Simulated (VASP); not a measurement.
# InAs (F-43m) in VASP: further runs

The runs below take InAs through relaxation of cell and atoms, with r2SCAN+rVV10.

All numbers are computed with VASP 6.6.1; they aren't measurements. Logs are shortened: lines on timing, memory, paths and dates and some standing lists are left out, and cuts for length are marked.

**1. The crystal as given**

Symmetry: F-43m, No. 216, cubic system. The conventional cell has a = 6.036 Å, b = 6.036 Å, c = 6.036 Å, α = 90.00°, β = 90.00°, γ = 90.00°. Around In (site symmetry -43m) lie 4 As at 2.61 Å. As (site symmetry -43m) is surrounded by 4 In at 2.61 Å.

**2. Relaxation of cell and atoms, r2SCAN+rVV10**

INCAR reads:

```
SYSTEM = InAs
PREC     = Accurate       ! precision mode
ENCUT    = 520            ! plane-wave cutoff, eV
EDIFF    = 1E-7           ! SCF threshold, eV
ISMEAR   = 0              ! smearing method
SIGMA    = 0.02           ! smearing width, eV
LREAL    = .False.        ! projectors in reciprocal space
LASPH    = .True.         ! aspherical terms in the spheres
NELM     = 100            ! most SCF steps
ALGO     = Normal         ! electronic algorithm
ISIF     = 3              ! what is computed and relaxed
LWAVE    = .False.        ! write WAVECAR
LCHARG   = .False.        ! write CHGCAR
METAGGA  = R2SCAN         ! meta-GGA
LMIXTAU  = .True.       
LUSE_VDW = .True.       
IVDW_NL  = 2            
BPARAM   = 11.95        
CPARAM   = 0.0093       
IBRION   = 2              ! ionic algorithm
NSW      = 80             ! ionic steps
EDIFFG   = -0.002         ! ionic threshold
```

KPOINTS reads:

```
regular mesh
0
Gamma
  10 10 10
  0 0 0
```

POSCAR reads:

```
InAs
1.0
    0.0000000000      3.0180000000      3.0180000000
    3.0180000000      0.0000000000      3.0180000000
    3.0180000000      3.0180000000      0.0000000000
In As
1 1
Direct
    0.0000000000      0.0000000000      0.0000000000
    0.2500000000      0.2500000000      0.2500000000
```

Potentials or basis: VASP PAW PBE potentials, release 64 (In_d, As).

Started as:

```console
cat potpaw_PBE.64/In_d/POTCAR potpaw_PBE.64/As/POTCAR > POTCAR
mpirun -np 1 vasp_std > vasp.out
```

OUTCAR:

```text
SYSTEM = InAs
   PREC = Accurate
   ENCUT = 520
   EDIFF = 1E-7
   ISMEAR = 0
   LREAL = .False.
   LASPH = .True.
   NELM = 100
   ISIF = 3
   METAGGA = R2SCAN
   IVDW_NL = 2
   BPARAM = 11.95
   IBRION = 2
   NSW = 80
   EDIFFG = -0.002

 ion  position               nearest neighbor table
   1  0.000  0.000  0.000-   2 2.61   2 2.61   2 2.61   2 2.61
   2  0.250  0.250  0.250-   1 2.61   1 2.61   1 2.61   1 2.61

  LATTYP: Found a face centered cubic cell.
 ALAT       =     6.0360000000

  Lattice vectors:

 A1 = (   0.0000000000,   3.0180000000,   3.0180000000)
 A2 = (   3.0180000000,   0.0000000000,   3.0180000000)
 A3 = (   3.0180000000,   3.0180000000,   0.0000000000)

Analysis of symmetry for initial positions (statically):
=====================================================================
 Subroutine PRICEL returns:
 Original cell was already a primitive cell.

 Routine SETGRP: Setting up the symmetry group for a
 face centered cubic supercell.

 Subroutine GETGRP returns: Found 24 space group operations
 (whereof 24 operations were pure point group operations)
 out of a pool of 48 trial point group operations.

The static configuration has the point symmetry T_d .

Analysis of symmetry for dynamics (positions and initial velocities):
=====================================================================
 Subroutine PRICEL returns:
 Original cell was already a primitive cell.

 Routine SETGRP: Setting up the symmetry group for a
 face centered cubic supercell.

 Subroutine GETGRP returns: Found 24 space group operations
 (whereof 24 operations were pure point group operations)
 out of a pool of 48 trial point group operations.

The dynamic configuration has the point symmetry T_d .

 Subroutine INISYM returns: Found 24 space group operations
 (whereof 24 operations are pure point group operations),
 and found     1 'primitive' translations

----------------------------------------------------------------------------------------

                                     Primitive cell

  volume of cell :      54.9778

  direct lattice vectors                    reciprocal lattice vectors
     0.000000000  3.018000000  3.018000000    -0.165672631  0.165672631  0.165672631
     3.018000000  0.000000000  3.018000000     0.165672631 -0.165672631  0.165672631
     3.018000000  3.018000000  0.000000000     0.165672631  0.165672631 -0.165672631

  length of vectors
     4.268096531  4.268096531  4.268096531     0.286953414  0.286953414  0.286953414

  position of ions in fractional coordinates (direct lattice)
     0.000000000  0.000000000  0.000000000
     0.250000000  0.250000000  0.250000000

  ion indices of the primitive-cell ions
   primitive index   ion index
                 1           1
                 2           2

----------------------------------------------------------------------------------------

 KPOINTS: regular mesh

Automatic generation of k-mesh.
 Grid dimensions read from file:
 generate k-points for:   10   10   10

 Generating k-lattice:

  Cartesian coordinates                     Fractional coordinates (reciprocal lattice)
    -0.016567263  0.016567263  0.016567263     0.100000000  0.000000000  0.000000000
     0.016567263 -0.016567263  0.016567263     0.000000000  0.100000000  0.000000000
     0.016567263  0.016567263 -0.016567263     0.000000000  0.000000000  0.100000000

  Length of vectors
     0.028695341  0.028695341  0.028695341

  Shift w.r.t. Gamma in fractional coordinates (k-lattice)
     0.000000000  0.000000000  0.000000000

 Subroutine IBZKPT returns following result:
 ===========================================

 Found     47 irreducible k-points:

 Following reciprocal coordinates:
            Coordinates               Weight
  0.000000  0.000000  0.000000      1.000000
  0.100000  0.000000  0.000000      8.000000
  0.200000  0.000000  0.000000      8.000000
  0.300000  0.000000  0.000000      8.000000
  0.400000  0.000000  0.000000      8.000000
  0.500000  0.000000  0.000000      4.000000
[... 16 lines left out ...]
  0.300000  0.300000  0.000000      6.000000
  0.400000  0.300000  0.000000     24.000000
 [... further k-points ...]
   k-points           NKPTS =     47   k-points in BZ     NKDIM =     47   number of bands    NBANDS=     13
   number of dos      NEDOS =    301   number of ions     NIONS =      2
   total plane-waves  NPLWV =  32768
   dimension x,y,z NGX =    32 NGY =   32 NGZ =   32
   dimension x,y,z NGXF=    64 NGYF=   64 NGZF=   64
   ions per type =               1   1
   NGX,Y,Z   is equivalent  to a cutoff of  12.46, 12.46, 12.46 a.u.
   NGXF,Y,Z  is equivalent  to a cutoff of  24.93, 24.93, 24.93 a.u.
 SYSTEM =  InAs
   PREC   = accura    normal or accurate (medium, high low for compatibility)
   ISTART =      0    job   : 0-new  1-cont  2-samecut
   ICHARG =      2    charge: 1-file 2-atom 10-const
   ISPIN  =      1    spin polarized calculation?
   LNONCOLLINEAR =      F non collinear calculations
   LSORBIT =      F    spin-orbit coupling
   LASPH  =      T    aspherical Exc in radial PAW
   ENCUT  =  520.0 eV  38.22 Ry    6.18 a.u.   7.94  7.94  7.94*2*pi/ulx,y,z
   NELM   =    100;   NELMIN=  2; NELMDL= -5     # of ELM steps
   EDIFF  = 0.1E-06   stopping-criterion for ELM
   LREAL  =      F    real-space projection
   EDIFFG = -.2E-02   stopping-criterion for IOM
   NSW    =     80    number of steps for IOM
   IBRION =      2    ionic relax: 0-MD 1-quasi-New 2-CG
   NFREE  =      1    steps in history (QN), initial steepest desc. (CG)
   ISIF   =      3    stress and relaxation
   ISYM   =      2    0-nonsym 1-usesym 2-fastsym
   POTIM  = 0.5000    time-step for ionic-motion
   TEBEG  =    0.0;   TEEND  =   0.0 temperature during run
   PSTRESS=    0.0 pullay stress
   NELECT =      18.0000    total number of electrons
   NUPDOWN=      -1.0000    fix difference up-down
   EMIN   =  10.00;   EMAX   =-10.00  energy-range for DOS
   EFERMI =   0.00;   METHOD = LEGACY
   ISMEAR =     0;   SIGMA  =   0.02  broadening in eV -4-tet -1-fermi 0-gaus
   EFERMI_NEDOS =   21; number of points for ismear=-14 and -15
   IALGO  =     38    algorithm
   IMIX   =      4    mixing-type and parameters
     AMIX     =   0.40;   BMIX     =  1.00
     AMIX_MAG =   1.60;   BMIX_MAG =  1.00
  volume/ion in A,a.u.               =      27.49       185.50
  Fermi-wavevector in a.u.,A,eV,Ry     =   1.128331  2.132236 17.321990  1.273130
  Thomas-Fermi vector in A             =   2.265020
   LORBIT       =      0    0 simple, 1 ext, 2 COOP (PROOUT), +10 PAW based schemes
   METAGGA = R2SCAN    functional components
   LHFCALC =     F    Hartree Fock is set to
   AEXX    =    0.0000 exact exchange contribution
   IVDW_NL    =     2    kernel type
   BPARAM     =11.9500
   IVDW    =     0    specifies the selected vdW correction
   LEPSILON=     F    determine dielectric tensor
   LRPA    =     F    only Hartree local field effects (RPA)
 conjugate gradient relaxation of ions
 non-spin polarized calculation
 Gauss-broadening in eV      SIGMA  =   0.02
  energy-cutoff  :      520.00
  volume of cell :       54.98
 maximum number of plane-waves:      1494
   NGX = 15   NGY = 15   NGZ = 15

--------------------------------------- Ionic step        1  -------------------------------------------

 number of electron      17.9999991 magnetization

 Free energy of the ion-electron system (eV)
  ---------------------------------------------------
  ext. energy  EPLUGINS =         0.00000000
  ---------------------------------------------------
  free energy    TOTEN  =       -37.52923648 eV

  energy without entropy =      -37.52923648  energy(sigma->0) =      -37.52923648

 E-fermi :   4.4484     XC(G=0):  -9.7457

 val. band max:        4.3172828565   @ k =   0.0000   0.0000   0.0000
 cond. band min:       4.5727417841   @ k =   0.0000   0.0000   0.0000
 fundamental gap:      0.2554589276
 Fermi energy:         4.4483683675

 k-point     1 :       0.0000    0.0000    0.0000
  band No.  band energies     occupation
      1     -10.5259      2.00000
      2     -10.5259      2.00000
      3     -10.5259      2.00000
      4     -10.3748      2.00000
      5     -10.3748      2.00000
      6      -8.0276      2.00000
      7       4.3173      2.00000
      8       4.3173      2.00000
      9       4.3173      2.00000
     10       4.5727      0.00000
     11       8.5749      0.00000
     12       8.5749      0.00000
     13       8.5749      0.00000

 k-point     2 :       0.1000    0.0000    0.0000
  band No.  band energies     occupation
      1     -10.5412      2.00000
      2     -10.5216      2.00000
      3     -10.5216      2.00000
      4     -10.3749      2.00000
      5     -10.3749      2.00000
      6      -7.9160      2.00000
      7       2.9199      2.00000
      8       4.1852      2.00000
      9       4.1852      2.00000
     10       5.5910      0.00000
     11       8.6388      0.00000
     12       8.7714      0.00000
     13       8.7714      0.00000
[... 401 lines left out ...]
 VOLUME and BASIS-vectors are now :
 -----------------------------------------------------------------------------
  energy-cutoff  :      520.00
  volume of cell :       57.19
      direct lattice vectors                 reciprocal lattice vectors
     0.000000000  3.058026181  3.058026181    -0.163504159  0.163504159  0.163504159
     3.058026181  0.000000000  3.058026181     0.163504159 -0.163504159  0.163504159
     3.058026181  3.058026181 -0.000000000     0.163504159  0.163504159 -0.163504159

 POSITION                                       TOTAL-FORCE (eV/Angst)
 -----------------------------------------------------------------------------------
      6.11605      6.11605      6.11605        -0.000000     -0.000000      0.000000
      1.52901      1.52901      1.52901         0.000000      0.000000     -0.000000
 -----------------------------------------------------------------------------------
    total drift:                               -0.000002     -0.000002     -0.000002

  FREE ENERGIE OF THE ION-ELECTRON SYSTEM (eV)
  ---------------------------------------------------
  free  energy   TOTEN  =       -37.5337621753 eV

  energy  without entropy=      -37.5337470750  energy(sigma->0) =      -37.53375463

--------------------------------------- Ionic step        3  -------------------------------------------

 number of electron      17.9999992 magnetization

 Free energy of the ion-electron system (eV)
  ---------------------------------------------------
  ext. energy  EPLUGINS =         0.00000000
  ---------------------------------------------------
  free energy    TOTEN  =       -37.53596241 eV

  energy without entropy =      -37.53596240  energy(sigma->0) =      -37.53596241

 E-fermi :   4.1263     XC(G=0):  -9.6320

 val. band max:        4.0652233182   @ k =   0.0000   0.0000   0.0000
 cond. band min:       4.1838119463   @ k =   0.0000   0.0000   0.0000
 fundamental gap:      0.1185886280
 Fermi energy:         4.1262796275

 k-point     1 :       0.0000    0.0000    0.0000
  band No.  band energies     occupation
      1     -10.7297      2.00000
      2     -10.7297      2.00000
      3     -10.7297      2.00000
      4     -10.5898      2.00000
      5     -10.5898      2.00000
      6      -8.1148      2.00000
      7       4.0652      1.99998
      8       4.0652      1.99998
      9       4.0652      1.99998
     10       4.1838      0.00005
     11       8.3105      0.00000
     12       8.3105      0.00000
     13       8.3105      0.00000

 k-point     2 :       0.1000    0.0000    0.0000
  band No.  band energies     occupation
      1     -10.7433      2.00000
      2     -10.7258      2.00000
      3     -10.7258      2.00000
      4     -10.5899      2.00000
      5     -10.5899      2.00000
      6      -8.0082      2.00000
      7       2.6467      2.00000
      8       3.9387      2.00000
      9       3.9387      2.00000
     10       5.2436      0.00000
     11       8.3609      0.00000
     12       8.5007      0.00000
     13       8.5007      0.00000
[... 365 lines left out ...]
 VOLUME and BASIS-vectors are now :
 -----------------------------------------------------------------------------
  energy-cutoff  :      520.00
  volume of cell :       56.36
      direct lattice vectors                 reciprocal lattice vectors
     0.000000000  3.043151544  3.043151544    -0.164303352  0.164303352  0.164303352
     3.043151544  0.000000000  3.043151544     0.164303352 -0.164303352  0.164303352
     3.043151544  3.043151544 -0.000000000     0.164303352  0.164303352 -0.164303352

 POSITION                                       TOTAL-FORCE (eV/Angst)
 -----------------------------------------------------------------------------------
      0.00000      0.00000      0.00000         0.000000      0.000000     -0.000000
      1.52158      1.52158      1.52158        -0.000000     -0.000000      0.000000
 -----------------------------------------------------------------------------------
    total drift:                               -0.000002     -0.000002     -0.000003

  FREE ENERGIE OF THE ION-ELECTRON SYSTEM (eV)
  ---------------------------------------------------
  free  energy   TOTEN  =       -37.5359624106 eV

  energy  without entropy=      -37.5359624047  energy(sigma->0) =      -37.53596241

 reached required accuracy - stopping structural energy minimisation
```

Run time: 6.1 min. Hardware: 1 thread of AMD EPYC 9R45 (Zen 5), shared host; peak memory 0.31 GiB.

What came out:

```yaml
Free_energy: -37.5360 eV
Relaxed_volume: 28.18 Å³/atom
Relaxed_cell: a = 4.304 Å, b = 4.304 Å, c = 4.304 Å, α = 60.00°, β = 60.00°, γ = 60.00°
Space_group_after_relaxing_to_0.05_Å: F-43m (No. 216)
Energy_gained_by_relaxing: 3.4 meV/atom
Ionic_steps: 3
Pressure_after_relaxing: 0.0 GPa
Band_gap_on_the_k_mesh: 0.12 eV, direct
```

The path:
| step | energy change (eV) | largest force (eV/Å) | pressure (GPa) | volume (Å³) |
| --- | --- | --- | --- | --- |
| 1 | 0.0000 | 0.0000 | 1.60 | 54.98 |
| 2 | -0.0045 | 0.0000 | -0.83 | 57.19 |
| 3 | -0.0067 | 0.0000 | 0.01 | 56.36 |

Final structure:
```yaml
crystal:
  lattice:
    - [0.00000, 3.04315, 3.04315]
    - [3.04315, 0.00000, 3.04315]
    - [3.04315, 3.04315, 0.00000]
  atoms:
    - { symbol: In, position: [0.00000, 0.00000, 0.00000] }
    - { symbol: As, position: [0.25000, 0.25000, 0.25000] }
```

Caveat: the PAW data sets were made with another functional, which shifts forces and pressure a little; spin-orbit coupling is left out, which moves the levels of the heavy elements.

**3. Relaxation of cell and atoms, r2SCAN+rVV10**

This run uses another cell than the first one, of 28.18 Å³/atom, 1.025 times its volume.

INCAR is that of step 2.

KPOINTS is that of step 2.

POSCAR reads:

```
InAs                                    
1.0
    0.0000000000      3.0431515436      3.0431515436
    3.0431515436      0.0000000000      3.0431515436
    3.0431515436      3.0431515436     -0.0000000000
  In              As            
     1     1
Direct
     0.0000000000000000    0.0000000000000000    0.0000000000000000
     0.2500000000000000    0.2500000000000000    0.2500000000000000
```

Potentials or basis: VASP PAW PBE potentials, release 64 (In_d, As).

Started as:

```console
cat potpaw_PBE.64/In_d/POTCAR potpaw_PBE.64/As/POTCAR > POTCAR
mpirun -np 1 vasp_std > vasp.out
```

Wall time 2.7 min (1 thread of AMD EPYC 9R45 (Zen 5), shared host); peak memory 0.31 GiB.

It converged, with:

- Free energy: -37.5364 eV
- Pressure after relaxing: 0.0 GPa
- Band gap on the k mesh: 0.12 eV, direct

Final structure:
```
CELL_PARAMETERS angstrom
0.00000 3.04315 3.04315
3.04315 0.00000 3.04315
3.04315 3.04315 0.00000
ATOMIC_POSITIONS crystal
In 0.00000 0.00000 0.00000
As 0.25000 0.25000 0.25000
```

Levels at points of the mesh, in eV from the valence-band top:
| k point | band 6 | band 7 | band 8 | band 9 | band 10 | band 11 | band 12 | band 13 |
| --- | --- | --- | --- | --- | --- | --- | --- | --- |
| (0.00, 0.00, 0.00) | -12.18 | 0.00 | 0.00 | 0.00 | 0.12 | 4.25 | 4.25 | 4.25 |
| (0.50, 0.00, 0.00) | -10.69 | -5.80 | -0.99 | -0.99 | 1.25 | 5.01 | 5.01 | 7.17 |
| (0.50, 0.50, 0.00) | -10.14 | -5.86 | -2.34 | -2.34 | 1.79 | 2.31 | 9.65 | 9.79 |

Caveat: the relaxation stopped at its first step, so nothing moved; the PAW data sets were made with another functional, which shifts forces and pressure a little; spin-orbit coupling is left out, which moves the levels of the heavy elements. r2SCAN opens gaps a little over a GGA but as a rule still falls short of measured ones.
